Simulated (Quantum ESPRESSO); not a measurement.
# In (Im-3m) in Quantum ESPRESSO: a series of runs

The runs below take In through band structure, single point, equation of state, with PBEsol, LDA.

Everything below comes from runs of Quantum ESPRESSO 7.5. Logs are shortened: lines on timing, memory, paths and dates and some standing lists are left out, and cuts for length are marked.

## (1) The crystal as given

The structure is cubic, space group Im-3m (No. 229). The conventional cell has a = 3.765 Å, b = 3.765 Å, c = 3.765 Å, α = 90.00°, β = 90.00°, γ = 90.00°. Around In (site symmetry m-3m) lie 8 In at 3.26 Å.

This isn't the form of In at room conditions, which is tetragonal.

## (2) Band structure, PBEsol

File pw.in:

```
&CONTROL
  calculation = 'scf'
  prefix = 'pwscf'
  outdir = './tmp'
  pseudo_dir = './pseudo'
  tprnfor = .true.
  tstress = .true.
  disk_io = 'low'
/
&SYSTEM
  ibrav = 0
  nat = 1
  ntyp = 1
  ecutwfc = 56
  ecutrho = 448
  nbnd = 12
  occupations = 'smearing'
  smearing = 'fd'
  degauss = 0.00367493
/
&ELECTRONS
  conv_thr = 2d-10
  electron_maxstep = 120
  mixing_beta = 0.5
/
ATOMIC_SPECIES
In   114.8180 in_pbesol_v1.4.uspp.F.UPF
CELL_PARAMETERS angstrom
  -1.8825252400    1.8825252400    1.8825252400
   1.8825252400   -1.8825252400    1.8825252400
   1.8825252400    1.8825252400   -1.8825252400
ATOMIC_POSITIONS crystal
In     0.0000000000    0.0000000000    0.0000000000
K_POINTS automatic
10 10 10 0 0 0
```

File bands.in:

```
&CONTROL
  calculation = 'bands'
  prefix = 'pwscf'
  outdir = './tmp'
  pseudo_dir = './pseudo'
  disk_io = 'low'
  verbosity = 'high'
/
&SYSTEM
  ibrav = 0
  nat = 1
  ntyp = 1
  ecutwfc = 56
  ecutrho = 448
  nbnd = 12
  occupations = 'smearing'
  smearing = 'fd'
  degauss = 0.00367493
/
&ELECTRONS
  conv_thr = 1d-08
  electron_maxstep = 120
  mixing_beta = 0.5
  diago_full_acc = .true.
  startingwfc = 'random'
/
ATOMIC_SPECIES
In   114.8180 in_pbesol_v1.4.uspp.F.UPF
CELL_PARAMETERS angstrom
  -1.8825252400    1.8825252400    1.8825252400
   1.8825252400   -1.8825252400    1.8825252400
   1.8825252400    1.8825252400   -1.8825252400
ATOMIC_POSITIONS crystal
In     0.0000000000    0.0000000000    0.0000000000
K_POINTS crystal
60
 0.0000000000  0.0000000000  0.0000000000 1
 0.0416666667 -0.0416666667  0.0416666667 1
 0.0833333333 -0.0833333333  0.0833333333 1
 0.1250000000 -0.1250000000  0.1250000000 1
 0.1666666667 -0.1666666667  0.1666666667 1
 0.2083333333 -0.2083333333  0.2083333333 1
 0.2500000000 -0.2500000000  0.2500000000 1
 0.2916666667 -0.2916666667  0.2916666667 1
 0.3333333333 -0.3333333333  0.3333333333 1
 0.3750000000 -0.3750000000  0.3750000000 1
 0.4166666667 -0.4166666667  0.4166666667 1
 0.4583333333 -0.4583333333  0.4583333333 1
 0.5000000000 -0.5000000000  0.5000000000 1
 0.4375000000 -0.4375000000  0.5000000000 1
 0.3750000000 -0.3750000000  0.5000000000 1
 0.3125000000 -0.3125000000  0.5000000000 1
 0.2500000000 -0.2500000000  0.5000000000 1
 0.1875000000 -0.1875000000  0.5000000000 1
 0.1250000000 -0.1250000000  0.5000000000 1
 0.0625000000 -0.0625000000  0.5000000000 1
 0.0000000000  0.0000000000  0.5000000000 1
 0.0000000000  0.0000000000  0.4444444444 1
 0.0000000000  0.0000000000  0.3888888889 1
 0.0000000000  0.0000000000  0.3333333333 1
 0.0000000000  0.0000000000  0.2777777778 1
 0.0000000000  0.0000000000  0.2222222222 1
 0.0000000000  0.0000000000  0.1666666667 1
 0.0000000000  0.0000000000  0.1111111111 1
 0.0000000000  0.0000000000  0.0555555556 1
 0.0000000000  0.0000000000  0.0000000000 1
 0.0227272727  0.0227272727  0.0227272727 1
 0.0454545455  0.0454545455  0.0454545455 1
 0.0681818182  0.0681818182  0.0681818182 1
 0.0909090909  0.0909090909  0.0909090909 1
 0.1136363636  0.1136363636  0.1136363636 1
 0.1363636364  0.1363636364  0.1363636364 1
 0.1590909091  0.1590909091  0.1590909091 1
 0.1818181818  0.1818181818  0.1818181818 1
 0.2045454545  0.2045454545  0.2045454545 1
 0.2272727273  0.2272727273  0.2272727273 1
 0.2500000000  0.2500000000  0.2500000000 1
 0.2708333333  0.1875000000  0.2708333333 1
 0.2916666667  0.1250000000  0.2916666667 1
 0.3125000000  0.0625000000  0.3125000000 1
 0.3333333333  0.0000000000  0.3333333333 1
 0.3541666667 -0.0625000000  0.3541666667 1
 0.3750000000 -0.1250000000  0.3750000000 1
 0.3958333333 -0.1875000000  0.3958333333 1
 0.4166666667 -0.2500000000  0.4166666667 1
 0.4375000000 -0.3125000000  0.4375000000 1
 0.4583333333 -0.3750000000  0.4583333333 1
 0.4791666667 -0.4375000000  0.4791666667 1
 0.5000000000 -0.5000000000  0.5000000000 1
 0.2500000000  0.2500000000  0.2500000000 1
 0.2083333333  0.2083333333  0.2916666667 1
 0.1666666667  0.1666666667  0.3333333333 1
 0.1250000000  0.1250000000  0.3750000000 1
 0.0833333333  0.0833333333  0.4166666667 1
 0.0416666667  0.0416666667  0.4583333333 1
 0.0000000000  0.0000000000  0.5000000000 1
```

Potentials or basis: GBRV 1.5 PBEsol.

On the command line:

```console
> OMP_NUM_THREADS=1 mpirun -n 2 pw.x -nk 2 -in pw.in > pw.out
> OMP_NUM_THREADS=1 mpirun -n 2 pw.x -nk 2 -in bands.in > bands.out
```

pw.out:

```text
This program is part of the open-source Quantum ESPRESSO suite
     for quantum simulation of materials; please cite
[... 13 lines left out ...]
     --------------------
     sticks:   dense  smooth     PW     G-vecs:    dense   smooth      PW
     Sum        1267     631    229                28867    10149    2243

     Using Slab Decomposition

     bravais-lattice index     =            0
     lattice parameter (alat)  =       6.1617  a.u.
     unit-cell volume          =     180.0856 (a.u.)^3
     number of atoms/cell      =            1
     number of atomic types    =            1
     number of electrons       =        13.00
     number of Kohn-Sham states=           12
     kinetic-energy cutoff     =      56.0000  Ry
     charge density cutoff     =     448.0000  Ry
     scf convergence threshold =      2.0E-10
     mixing beta               =       0.5000
     number of iterations used =            8  plain     mixing
     Exchange-correlation= SLA  PW   PSX  PSC
                           (   1   4  10   8   0   0   0)

     celldm(1)=   6.161696  celldm(2)=   0.000000  celldm(3)=   0.000000
     celldm(4)=   0.000000  celldm(5)=   0.000000  celldm(6)=   0.000000

     crystal axes: (cart. coord. in units of alat)
               a(1) = (  -0.577350   0.577350   0.577350 )
               a(2) = (   0.577350  -0.577350   0.577350 )
               a(3) = (   0.577350   0.577350  -0.577350 )

     reciprocal axes: (cart. coord. in units 2 pi/alat)
               b(1) = ( -0.000000  0.866025  0.866025 )
               b(2) = (  0.866025 -0.000000  0.866025 )
               b(3) = (  0.866025  0.866025  0.000000 )

     PseudoPot. # 1 for In read from file:
     in_pbesol_v1.4.uspp.F.UPF
     Pseudo is Ultrasoft + core correction, Zval = 13.0
     Generated by new atomic code, or converted to UPF format
     Using radial grid of  889 points,  6 beta functions with:
                l(1) =   0
                l(2) =   0
                l(3) =   1
                l(4) =   1
                l(5) =   2
                l(6) =   2
     Q(r) pseudized with  6 coefficients,  rinner =    1.400   1.400   1.400
                                                       1.400   1.400

     atomic species   valence    mass     pseudopotential
     In               13.00   114.81800     In( 1.00)

     48 Sym. Ops., with inversion, found

   Cartesian axes

     site n.     atom                  positions (alat units)
         1        In     tau(   1) = (   0.0000000   0.0000000   0.0000000  )

     number of k points=    47  Fermi-Dirac smearing, width (Ry)=  0.0037
                       cart. coord. in units 2pi/alat
        k(    1) = (   0.0000000   0.0000000   0.0000000), wk =   0.0020000
        k(    2) = (   0.0866025   0.0866025   0.0000000), wk =   0.0240000
        k(    3) = (   0.1732051   0.1732051   0.0000000), wk =   0.0240000
        k(    4) = (   0.2598076   0.2598076   0.0000000), wk =   0.0240000
        k(    5) = (   0.3464102   0.3464102   0.0000000), wk =   0.0240000
        k(    6) = (  -0.4330127  -0.4330127   0.0000000), wk =   0.0120000
[... 39 lines left out ...]
        k(   46) = (  -0.8660254  -0.0866025  -0.0866025), wk =   0.0240000
        k(   47) = (  -0.8660254  -0.8660254  -0.8660254), wk =   0.0020000

     Dense  grid:    28867 G-vectors     FFT dimensions: (  45,  45,  45)

     Smooth grid:    10149 G-vectors     FFT dimensions: (  30,  30,  30)

     Initial potential from superposition of free atoms

     starting charge      11.5000, renormalised to      13.0000
     Starting wfcs are    9 randomized atomic wfcs +    3 random wfcs

     Self-consistent Calculation

     iteration #  1     ecut=    56.00 Ry     beta= 0.50
     Davidson diagonalization with overlap
     ethr =  1.00E-02,  avg # of iterations =  6.0

     total energy              =    -131.70328933 Ry
     estimated scf accuracy    <       4.36604032 Ry

     iteration #  2     ecut=    56.00 Ry     beta= 0.50
     Davidson diagonalization with overlap
     ethr =  1.00E-02,  avg # of iterations =  2.0

     total energy              =    -133.15429924 Ry
     estimated scf accuracy    <       0.24271468 Ry

     iteration #  3     ecut=    56.00 Ry     beta= 0.50
     Davidson diagonalization with overlap
     ethr =  1.87E-03,  avg # of iterations =  2.0
[... 29 lines left out ...]
     total energy              =    -133.18707026 Ry
     estimated scf accuracy    <       0.00000002 Ry

     iteration #  8     ecut=    56.00 Ry     beta= 0.50
     Davidson diagonalization with overlap
     ethr =  1.48E-10,  avg # of iterations =  3.2

     total energy              =    -133.18707026 Ry
     estimated scf accuracy    <          8.7E-09 Ry

     iteration #  9     ecut=    56.00 Ry     beta= 0.50
     Davidson diagonalization with overlap
     ethr =  6.72E-11,  avg # of iterations =  2.0

     End of self-consistent calculation

          k = 0.0000 0.0000 0.0000 (  1253 PWs)   bands (ev):

    -4.7650  -4.7650  -4.7650  -4.4983  -4.4983   0.3817  20.6465  20.6465
    20.6465  22.6796  22.6796  22.6796

          k = 0.0866 0.0866 0.0000 (  1262 PWs)   bands (ev):

    -4.7753  -4.7558  -4.7256  -4.5092  -4.4988   0.6104  18.5946  19.6907
    20.1241  21.6562  21.9941  22.5522

          k = 0.1732 0.1732 0.0000 (  1282 PWs)   bands (ev):

    -4.8022  -4.7428  -4.6206  -4.5302  -4.4997   1.3047  15.1508  18.1184
    18.9704  20.8370  21.0786  23.0986

          k = 0.2598 0.2598 0.0000 (  1290 PWs)   bands (ev):

    -4.8352  -4.7552  -4.5343  -4.5004  -4.4869   2.4766  11.8438  16.7766
    17.9248  20.2666  20.4006  24.2524

          k = 0.3464 0.3464 0.0000 (  1274 PWs)   bands (ev):

    -4.8617  -4.7862  -4.5207  -4.5005  -4.3752   4.1193   8.8869  15.9004
    17.2483  19.9440  19.9968  24.6939

          k =-0.4330-0.4330 0.0000 (  1272 PWs)   bands (ev):

    -4.8719  -4.8014  -4.5130  -4.5005  -4.3318   5.8769   6.6872  15.5966
    17.0165  19.8414  19.8632  24.7011

          k = 0.1732 0.0866 0.0866 (  1289 PWs)   bands (ev):

    -4.7817  -4.7557  -4.6536  -4.5261  -4.4998   1.0722  16.6031  17.5532
    18.9598  21.7460  21.8313  22.9998

          k = 0.2598 0.1732 0.0866 (  1285 PWs)   bands (ev):

    -4.8077  -4.7455  -4.5491  -4.5392  -4.5002   2.0066  13.5347  15.8841
    17.7843  21.0872  22.3418  23.1009

          k = 0.3464 0.2598 0.0866 (  1285 PWs)   bands (ev):

    -4.8364  -4.7579  -4.5345  -4.5068  -4.4322   3.4159  10.4558  14.8545
    16.9096  20.5656  22.1827  23.9455
[... 58 lines left out ...]
    -4.8124  -4.7046  -4.5215  -4.5064  -4.4714   6.0868   8.6391  11.1341
    13.5140  24.4824  24.7688  26.3654

          k = 0.0000-0.0866 0.2598 (  1280 PWs)   bands (ev):

    -4.7621  -4.7217  -4.6277  -4.5633  -4.5005   1.5354  15.3026  17.1249
    17.8689  20.0715  22.3235  22.6338

          k = 0.5196 0.3464 0.3464 (  1253 PWs)   bands (ev):

    -4.8036  -4.6082  -4.6082  -4.4944  -4.4944   7.1370   9.0644   9.0644
    13.2582  24.6580  26.0596  26.0596

          k =-0.0000-0.1732 0.3464 (  1281 PWs)   bands (ev):

    -4.7929  -4.7306  -4.5677  -4.5127  -4.4927   2.7065  12.0436  15.8654
    16.9931  20.6374  21.6076  22.3902

          k = 0.0866-0.0866 0.3464 (  1277 PWs)   bands (ev):

    -4.7570  -4.7005  -4.5885  -4.5514  -4.5114   2.4692  13.5704  14.5989
    17.6771  19.4260  21.7343  24.4874

          k = 0.0000-0.2598 0.4330 (  1278 PWs)   bands (ev):

    -4.8177  -4.7641  -4.5490  -4.5221  -4.3797   4.3438   9.1088  15.0444
    16.4106  20.9571  21.1468  23.0231

          k = 0.0866-0.1732 0.4330 (  1271 PWs)   bands (ev):

    -4.7747  -4.7144  -4.5743  -4.5458  -4.4330   3.8717  10.8448  13.3085
    17.2249  19.9464  21.3953  24.4974
[... 23 lines left out ...]
    -4.7471  -4.7471  -4.5224  -4.5018  -4.5018   5.8866   9.7137  11.4808
    11.4808  24.6709  27.6547  27.9796

          k = 0.4330 0.4330 0.3464 (  1264 PWs)   bands (ev):

    -4.7459  -4.6838  -4.5840  -4.4994  -4.4982   7.1443   8.8242  10.4702
    11.2571  24.6747  27.8683  28.1091

          k = 0.0000 0.0000 0.3464 (  1289 PWs)   bands (ev):

    -4.6719  -4.6719  -4.6295  -4.6218  -4.5267   2.2312  15.5881  15.6413
    15.6413  18.0249  24.2351  24.2352

          k =-0.0000-0.0866 0.4330 (  1274 PWs)   bands (ev):

    -4.6918  -4.6803  -4.6126  -4.5621  -4.5071   3.3960  12.6099  14.4148
    15.5287  17.9884  23.9599  24.2838

          k = 0.0000-0.1732 0.5196 (  1285 PWs)   bands (ev):

    -4.7384  -4.6999  -4.6232  -4.5444  -4.3915   5.0135   9.7587  13.6194
    15.1769  19.1738  23.2183  23.4599

          k = 0.0866-0.0866 0.5196 (  1280 PWs)   bands (ev):

    -4.7271  -4.6708  -4.6235  -4.5425  -4.4327   4.7787  11.3265  12.2660
    15.7919  17.6408  23.0458  23.6337

          k =-0.8660-0.2598-0.2598 (  1288 PWs)   bands (ev):

    -4.7564  -4.7076  -4.6356  -4.5295  -4.3461   6.6487   7.7013  13.3437
    15.0303  20.5831  21.4369  23.2858

          k =-0.7794-0.1732-0.2598 (  1276 PWs)   bands (ev):

    -4.7491  -4.6872  -4.6566  -4.4909  -4.3756   6.5383   9.0939  11.4506
    15.9120  18.6582  20.7693  23.2268

          k =-0.6928-0.1732-0.1732 (  1268 PWs)   bands (ev):

    -4.7307  -4.7307  -4.6565  -4.4133  -4.4133   7.7089   9.3818   9.3818
    16.7902  18.9617  18.9617  23.0571

          k =-0.0000-0.0000 0.5196 (  1280 PWs)   bands (ev):

    -4.7359  -4.6464  -4.5527  -4.5527  -4.5083   4.5419  13.1941  13.1941
    13.5795  16.3692  23.0091  24.6869

          k = 0.0000-0.0866 0.6062 (  1271 PWs)   bands (ev):

    -4.7794  -4.7169  -4.5486  -4.4940  -4.4057   6.1196  10.7642  12.3994
    13.8995  16.5773  20.4097  24.6832

          k =-0.8660-0.1732-0.1732 (  1268 PWs)   bands (ev):

    -4.7917  -4.7486  -4.5536  -4.4712  -4.3588   7.6473   8.8586  12.1238
    13.9587  17.7254  18.5982  24.6806

          k =-0.7794-0.0866-0.1732 (  1273 PWs)   bands (ev):

    -4.8038  -4.7783  -4.5238  -4.4238  -4.3798   7.7788  10.0859  10.7511
    14.3782  16.5907  18.1103  24.6854

          k = 0.0000 0.0000 0.6928 (  1260 PWs)   bands (ev):

    -4.8305  -4.7978  -4.4281  -4.4281  -4.4103   7.6319  11.6007  11.6007
    12.3635  15.4108  17.8783  24.6966

          k =-0.8660-0.0866-0.0866 (  1276 PWs)   bands (ev):

    -4.8448  -4.8353  -4.4239  -4.4014  -4.3690   9.0680  10.2215  11.3231
    12.6673  15.7133  16.2470  24.6982

          k =-0.8660-0.8660-0.8660 (  1264 PWs)   bands (ev):

    -4.8672  -4.8672  -4.3729  -4.3729  -4.3729  10.6675  11.0446  11.0446
    11.0446  15.0987  15.0987  24.7008

     the Fermi energy is     9.7336 ev

!    total energy              =    -133.18707027 Ry
     estimated scf accuracy    <          5.8E-11 Ry
     smearing contrib. (-TS)   =      -0.00040177 Ry
     internal energy E=F+TS    =    -133.18666850 Ry

     The total energy is F=E-TS. E is the sum of the following terms:
     one-electron contribution =     -40.29793186 Ry
     hartree contribution      =      30.91724963 Ry
     xc contribution           =     -37.36355968 Ry
     ewald contribution        =     -86.44242659 Ry

     convergence has been achieved in   9 iterations

     Forces acting on atoms (cartesian axes, Ry/au):

     atom    1 type  1   force =     0.00000000    0.00000000    0.00000000

     Total force =     0.000000     Total SCF correction =     0.000000

     Computing stress (Cartesian axis) and pressure

          total   stress  (Ry/bohr**3)                   (kbar)     P=      -15.27
  -0.00010382  -0.00000000  -0.00000000          -15.27       -0.00       -0.00
  -0.00000000  -0.00010382  -0.00000000           -0.00      -15.27       -0.00
  -0.00000000  -0.00000000  -0.00010382           -0.00       -0.00      -15.27

=------------------------------------------------------------------------------=
   JOB DONE.
=------------------------------------------------------------------------------=
```

It took 19 s on 2 MPI ranks of AMD EPYC 7R43 (Zen 3), shared host; peak memory 0.2 GiB.

What came out:

```yaml
Free_energy: -1812.1024 eV
Pressure: -1.5 GPa
Band_gap_on_the_k_mesh: none (metal or under the smearing width)
```

Levels at the corners of the path, in eV from the Fermi level:
```
point  band 2  band 3  band 4  band 5  band 6  band 7  band 8  band 9  band 10  band 11
    Γ  -14.50  -14.50  -14.23  -14.23   -9.35   10.91   10.91   10.91    12.95    12.95
    H  -14.60  -14.11  -14.11  -14.11    0.93    1.31    1.31    1.31     5.37     5.37
    N  -14.54  -14.25  -14.23  -14.07   -3.86   -3.05    5.86    7.28    10.11    10.13
    Γ  -14.50  -14.50  -14.23  -14.23   -9.35   10.91   10.91   10.91    12.95    12.95
    P  -14.41  -14.41  -14.23  -14.23   -2.30    0.21    0.21    0.21    14.94    19.81
    H  -14.60  -14.11  -14.11  -14.11    0.93    1.31    1.31    1.31     5.37     5.37
    P  -14.41  -14.41  -14.23  -14.23   -2.30    0.21    0.21    0.21    14.94    19.81
    N  -14.54  -14.25  -14.23  -14.07   -3.86   -3.05    5.86    7.28    10.11    10.13
```

Caveat: spin-orbit coupling is left out, which moves the levels of the heavy elements.

(Continued in part 2 of 2.)
